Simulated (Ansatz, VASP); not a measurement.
## Two plane-wave programs on Rh

```xyz
2
Lattice="2.6609 0.0000 0.0000 -1.3305 2.3044 0.0000 0.0000 0.0000 4.3149" Properties=species:S:1:pos:R:3 pbc="T T T"
Rh    1.3305    0.7681    3.2362
Rh    0.0000    1.5363    1.0787
```

This isn't the form of Rh at room conditions, which is fcc.

Alike in both runs: task single point; functional LDA; k mesh 12 × 12 × 7; no spin polarisation.

|  | VASP | Ansatz |
| --- | --- | --- |
| version | VASP 6.6.1 | Ansatz 0.2.0 |
| potentials or method | VASP PAW LDA potentials, release 64 (Rh_pv) | plane waves, PAW |
| plane-wave cutoff (eV) | 520 | 490 |
| occupations | fermi-dirac, width 0.1 eV | fermi-dirac |
| valence electrons in the cell | 30 | 34 |

Ansatz gave:

| Property | Result |
| --- | --- |
| pressure (GPa) | 1.4 |
| largest component of the traceless stress (GPa) | 0.74 |

Question: What did VASP give for the same quantities?

Answer: Pressure (GPa): 2.3; largest component of the traceless stress (GPa): 0.72.

The two sets of potentials don't hold the same shells in valence.
